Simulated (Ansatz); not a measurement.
# Caesium, A15 under RPBE: relaxation and energy

Aim: take caesium in the A15 structure, relax it, then solve it on a dense k-mesh. Spin polarisation is left out. The k-meshes are 3×3×3 for the relaxation; 4×4×4 for the dense run.

Program: Ansatz 0.2.0. Level of theory: DFT RPBE, plane waves (420 eV) with PAW, scalar-relativistic; PAW files made under PBE, frozen cores solved again for the functional. These are calculated values, not measurements.

### 1 Starting point

It takes space group Pm-3n (No. 223, cubic). Conventional cell: a = 9.596 Å, b = 9.596 Å, c = 9.596 Å, α = 90.00°, β = 90.00°, γ = 90.00°.

Structure file:

```cif
data_structure
_symmetry_space_group_name_H-M 'P 1'
_symmetry_Int_Tables_number 1
_cell_length_a 9.5958
_cell_length_b 9.5958
_cell_length_c 9.5958
_cell_angle_alpha 90.000
_cell_angle_beta 90.000
_cell_angle_gamma 90.000
_cell_volume 883.59
loop_
_atom_site_label
_atom_site_type_symbol
_atom_site_fract_x
_atom_site_fract_y
_atom_site_fract_z
_atom_site_occupancy
Cs1 Cs 0.00000 0.00000 0.00000 1
Cs2 Cs 0.50000 0.50000 0.50000 1
Cs3 Cs 0.25000 0.00000 0.50000 1
Cs4 Cs 0.75000 0.00000 0.50000 1
Cs5 Cs 0.50000 0.25000 0.00000 1
Cs6 Cs 0.50000 0.75000 0.00000 1
Cs7 Cs 0.00000 0.50000 0.25000 1
Cs8 Cs 0.00000 0.50000 0.75000 1
```

### 2 Relaxation of the cell

input.yaml reads:

```yaml
crystal:
  lattice:
    - [9.5958393591, 0.0, 0.0]
    - [0.0, 9.5958393591, 0.0]
    - [0.0, 0.0, 9.5958393591]
  atoms:
    - { symbol: Cs, position: [0.0, 0.0, 0.0] }
    - { symbol: Cs, position: [0.5, 0.5, 0.5] }
    - { symbol: Cs, position: [0.25, 0.0, 0.5] }
    - { symbol: Cs, position: [0.75, 0.0, 0.5] }
    - { symbol: Cs, position: [0.5, 0.25, 0.0] }
    - { symbol: Cs, position: [0.5, 0.75, 0.0] }
    - { symbol: Cs, position: [0.0, 0.5, 0.25] }
    - { symbol: Cs, position: [0.0, 0.5, 0.75] }
hamiltonian:
  xc: rpbe
  pseudopotentials:
    kind: paw
    azcp:
      Cs: "pseudopotentials/Cs.paw.azcp"
basis:
  ecutwfc: 420
  fft_grid_basis: typed
kpoints:
  mp_grid: { grid: [3, 3, 3], shift: [0, 0, 0] }
magnetization:
  spin_polarized: false
scf:
  occupations: { method: fermi_dirac, width: 0.1 }
relax:
  max_steps: 60
  f_tol: 0.01
  cell: {}
```

On the command line:

```
ansatz run input.yaml --threads 4 --pin off --max-ram 8192MiB --backend cpu --events-out ev --progress --plain --runs-dir out
```

Standard output, cut to the lines that bear on the results:

```text
Warning: RAYON_NUM_THREADS=4 ignored (pool sized by the plan → 4); use --threads N
[...]
Pseudopotentials: kind: paw
Pseudopotential: Cs, paw, valence charge 9, recommended cutoff 420 eV (normal), <dir>
Functional definition: RPBE
[...]
Crystal: 8 atoms, lattice volume = 883.586 Å³
Basis set: ecut = 420 eV, 17269 PW (Γ), exchange–correlation on 144×144×144 points (8 copies of the dense FFT grid, shifted against one another)
Bands: 44, of which v1, the nominal top of the filled ones, is band 36 counted from 1 (35 counted from 0)
Symmetry: 48 space group operations
Space group: Pm-3n (ITA 223), of the structure as read, at distance tolerance 9.6e-5 Å
k-points: 4 of 27
[...]
SCF iter   1: F=—  HF=-45443.264061 eV  |F-HF|=—  |Δ(HF+E_count)|=         —  Δρ=8.62e-4  dr2=4.38e-3  ethr=1.77e-3  ⟨swp⟩=12.2  Hψ=863  notcnv=0
[...]
relax step   1: F+E_penalty+E_count = -45443.27644275 eV  Δ(F+E_penalty+E_count) = +0.000e0 eV  max|allowed force component| = 1.409e-18 eV/Å  Δτ_max = 0.0000 Å  P = +0.407 GPa  Ω = 883.586 Å³  (8 SCF iters, dr2 threshold 1.00e-7 eV, accepted)
[...]
relax step   4: F+E_penalty+E_count = -45443.47754067 eV  Δ(F+E_penalty+E_count) = -4.695e-3 eV  max|allowed force component| = 9.442e-19 eV/Å  Δτ_max = 0.0000 Å  P = +0.008 GPa  Ω = 1059.281 Å³  energy of the carried Pulay correction = -1.073e-4 eV  (6 SCF iters, dr2 threshold 6.39e-9 [...]
  atom   2  Cs     0.00000000     0.00000000     0.00000000
  atom   3  Cs    -0.00000000    -0.00000000     0.00000000
  atom   4  Cs     0.00000000     0.00000000    -0.00000000
  atom   5  Cs    -0.00000000    -0.00000000    -0.00000000
  atom   6  Cs     0.00000000     0.00000000     0.00000000
  atom   7  Cs    -0.00000000    -0.00000000     0.00000000
  atom   8  Cs     0.00000000     0.00000000    -0.00000000
[...]
--- Stress (GPa, compression-positive) ---
        0.011819       0.000000      -0.000000
        0.000000       0.011819       0.000000
       -0.000000       0.000000       0.011819
  P = ⅓ Tr σ = 0.0118 GPa (0.118 kbar)
--- Band table (eV) ---
[...]
--- Relaxed structure (4 steps of the walk, 4 accepted, 1 SCFs on fresh bases) ---
  F+E_penalty+E_count = -45443.47879911 eV   max|allowed force component| = 1.233e-18 eV/Å   (the final SCF, on the basis selected at the relaxed cell)
  cell:  # Å, volume = 1059.2809 Å³
    - [10.19382210716147, 2.4174433156110614e-33, 7.0617431294198645e-34]
    - [-3.367368137139558e-33, 10.19382210716147, 0.0]
    - [-1.3481509610710651e-33, 0.0, 10.19382210716147]
  atoms:
    - { symbol: Cs, position: [9.292881853926987e-36, -2.998156943680178e-35, -2.2801411491487956e-36] }
    - { symbol: Cs, position: [0.5, 0.5, 0.5] }
    - { symbol: Cs, position: [0.25, -8.290828419111238e-36, 0.5] }
    - { symbol: Cs, position: [0.7500000000000001, -1.2054041318565956e-35, 0.5] }
    - { symbol: Cs, position: [0.5, 0.25, 1.0649369836998758e-36] }
    - { symbol: Cs, position: [0.5, 0.7500000000000001, -2.2278743033230258e-36] }
    - { symbol: Cs, position: [-6.194437899818633e-36, 0.5, 0.25] }
    - { symbol: Cs, position: [-1.9574750431213275e-35, 0.5, 0.7500000000000001] }
```

Wall time 23 s (4 threads of Arm Neoverse V1, shared host); peak memory 1.6 GiB.

The steps of the relaxation:

| step | energy change (meV/atom) | largest force (eV/Å) | pressure (GPa) | volume (Å³/atom) |
| --- | --- | --- | --- | --- |
| 1 | 0.00 | 0.0000 | 0.41 | 110.448 |
| 2 | -4.62 | 0.0000 | 0.36 | 112.383 |
| 3 | -24.55 | 0.0000 | 0.05 | 129.171 |
| 4 | -25.14 | 0.0000 | 0.01 | 132.410 |
| 5 | -25.29 | 0.0000 | 0.01 | 132.410 |

Steps that repeat a cell are solved on a basis chosen anew, so their changes of energy are no gain of the relaxation.

The cell of the run, before and after:

|  | before | after | change |
| --- | --- | --- | --- |
| a (Å) | 9.596 | 10.194 | +6.2 % |
| b (Å) | 9.596 | 10.194 | +6.2 % |
| c (Å) | 9.596 | 10.194 | +6.2 % |
| volume (Å³/atom) | 110.448 | 132.410 | +19.9 % |
| shortest distance (Å) | 4.798 | 5.097 | +6.2 % |
| space group (spins left aside) | Pm-3n | Pm-3n | same |

### 3 The energy on a finer k-mesh

input.yaml reads:

```yaml
crystal:
  lattice:
    - [10.1938221072, 0.0, 0.0]
    - [0.0, 10.1938221072, 0.0]
    - [0.0, 0.0, 10.1938221072]
  atoms:
    - { symbol: Cs, position: [0.0, 1.0, 1.0] }
    - { symbol: Cs, position: [0.5, 0.5, 0.5] }
    - { symbol: Cs, position: [0.25, 1.0, 0.5] }
    - { symbol: Cs, position: [0.75, 1.0, 0.5] }
    - { symbol: Cs, position: [0.5, 0.25, 0.0] }
    - { symbol: Cs, position: [0.5, 0.75, 1.0] }
    - { symbol: Cs, position: [1.0, 0.5, 0.25] }
    - { symbol: Cs, position: [1.0, 0.5, 0.75] }
hamiltonian:
  xc: rpbe
  pseudopotentials:
    kind: paw
    azcp:
      Cs: "pseudopotentials/Cs.paw.azcp"
basis:
  ecutwfc: 420
  fft_grid_basis: typed
kpoints:
  mp_grid: { grid: [4, 4, 4], shift: [0, 0, 0] }
magnetization:
  spin_polarized: false
scf:
  occupations: { method: fermi_dirac, width: 0.1 }
output:
  write_density: true
  write_potential: true
  elf: true
  volumetric_format: npy
```

On the command line:

```
ansatz run input.yaml --threads 4 --pin off --max-ram 8192MiB --backend cpu --events-out ev --progress --plain --runs-dir out
```

Standard output, cut to the lines that bear on the results:

```text
Warning: RAYON_NUM_THREADS=4 ignored (pool sized by the plan → 4); use --threads N
[...]
Pseudopotentials: kind: paw
Pseudopotential: Cs, paw, valence charge 9, recommended cutoff 420 eV (normal), <dir>
Functional definition: RPBE
[...]
Crystal: 8 atoms, lattice volume = 1059.281 Å³
Basis set: ecut = 420 eV, 20719 PW (Γ)
Bands: 44, of which v1, the nominal top of the filled ones, is band 36 counted from 1 (35 counted from 0)
Symmetry: 48 space group operations
Space group: Pm-3n (ITA 223), of the structure as read, at distance tolerance 1.0e-4 Å
k-points: 10 of 64
[...]
SCF iter   1: F=—  HF=-45443.472479 eV  |F-HF|=—  |Δ(HF+E_count)|=         —  Δρ=9.27e-4  dr2=6.60e-3  ethr=1.77e-3  ⟨swp⟩=12.6  Hψ=2223  notcnv=0  defer=1
[...]
SCF iter   8: F=-45443.487030 eV  HF=-45443.487030 eV  |F-HF|=2.56e-8  |Δ(HF+E_count)|=   8.74e-8  Δρ=1.12e-6  dr2=6.05e-8  ethr=1.39e-10  ⟨swp⟩=9.9  Hψ=1311  notcnv=0
[...]
SCF converged after 8 iterations
Free energy (F): -45443.487030 eV
[...]
E sigma→0 (E₀):  -45443.328419 eV
Entropy (-TS):   -0.317223 eV (-39.653 meV/atom)
Fermi energy:    1.797359 eV
[...]
--- Band table (eV; the first three rows and the last of 10) ---
[...]
```

Wall time 12 s (4 threads of Arm Neoverse V1, shared host); peak memory 1.8 GiB.

Density in a lattice plane of the grid's cell (edges 10.19 and 10.19 Å, at 0.000 of the third edge), which holds Cs.

Values in e/Å³, 12 rows by 12 columns:
```
 1.00  0.39  0.03  0.01  0.01  0.01  0.01  0.01  0.01  0.01  0.03  0.39
 0.06  0.03  0.01  0.01  0.01  0.01  0.01  0.01  0.01  0.01  0.01  0.03
 0.01  0.01  0.01  0.01  0.01  0.01  0.01  0.01  0.01  0.01  0.01  0.01
 0.01  0.01  0.03  0.05  0.03  0.01  0.01  0.01  0.03  0.05  0.03  0.01
 0.01  0.03  0.39  0.98  0.38  0.03  0.01  0.03  0.38  0.98  0.39  0.03
 0.01  0.06  0.98  0.03  1.01  0.06  0.01  0.06  1.01  0.03  0.98  0.06
 0.01  0.03  0.39  0.98  0.38  0.03  0.01  0.03  0.38  0.98  0.39  0.03
 0.01  0.01  0.03  0.05  0.03  0.01  0.01  0.01  0.03  0.05  0.03  0.01
 0.01  0.01  0.01  0.01  0.01  0.01  0.01  0.01  0.01  0.01  0.01  0.01
 0.06  0.03  0.01  0.01  0.01  0.01  0.01  0.01  0.01  0.01  0.01  0.03
 1.00  0.39  0.03  0.01  0.01  0.01  0.01  0.01  0.01  0.01  0.03  0.39
-0.06  1.00  0.06  0.01  0.01  0.01  0.01  0.01  0.01  0.01  0.06  1.00
```
Columns run along the first of these edges and rows up along the second, over one cell in 12 and 12 even steps from the bottom left corner. Atoms in the plane (fractional): Cs at (0.00, 0.00), Cs at (0.25, 0.50), Cs at (0.75, 0.50).

ELF in the same plane.

Values, 12 rows by 12 columns:
```
0.88 0.82 0.09 0.20 0.42 0.20 0.12 0.20 0.42 0.20 0.09 0.82
0.26 0.09 0.07 0.37 0.47 0.40 0.34 0.40 0.47 0.37 0.07 0.09
0.13 0.17 0.14 0.10 0.16 0.38 0.48 0.38 0.16 0.10 0.14 0.17
0.37 0.07 0.08 0.24 0.08 0.06 0.33 0.06 0.08 0.24 0.08 0.07
0.13 0.09 0.82 0.87 0.83 0.09 0.12 0.09 0.83 0.87 0.82 0.09
0.07 0.24 0.88 0.01 0.88 0.25 0.07 0.25 0.88 0.01 0.88 0.24
0.13 0.09 0.82 0.87 0.83 0.09 0.12 0.09 0.83 0.87 0.82 0.09
0.37 0.07 0.08 0.24 0.08 0.06 0.33 0.06 0.08 0.24 0.08 0.07
0.13 0.17 0.14 0.10 0.16 0.38 0.48 0.38 0.16 0.10 0.14 0.17
0.26 0.09 0.07 0.37 0.47 0.40 0.34 0.40 0.47 0.37 0.07 0.09
0.88 0.82 0.09 0.20 0.42 0.20 0.12 0.20 0.42 0.20 0.09 0.82
0.04 0.88 0.26 0.13 0.37 0.13 0.07 0.13 0.37 0.13 0.26 0.88
```
Columns run along the first of these edges and rows up along the second, over one cell in 12 and 12 even steps from the bottom left corner. Atoms in the plane (fractional): Cs at (0.00, 0.00), Cs at (0.25, 0.50), Cs at (0.75, 0.50).

Both are smooth fields of the valence electrons: close to the nuclei they are not physical.

### 4 Summary of results

```
                      quantity                         value
space group (spins left aside)               Pm-3n (No. 223)
             conventional cell                  a = 10.194 Å
                        volume               132.410 Å³/atom
             shortest distance                       5.097 Å
               gap on the mesh  none (levels filled in part)
               relative to bcc                   +8 meV/atom
```

In words: The relaxation enlarged the cell by 19.9 % in volume. Against the reference form of caesium (bcc, computed apart with the same settings) it stands 8 meV/atom higher. No gap shows: it is a metal or semimetal at this level. The symmetry was held, so the structure may be unstable against distortions that break it.
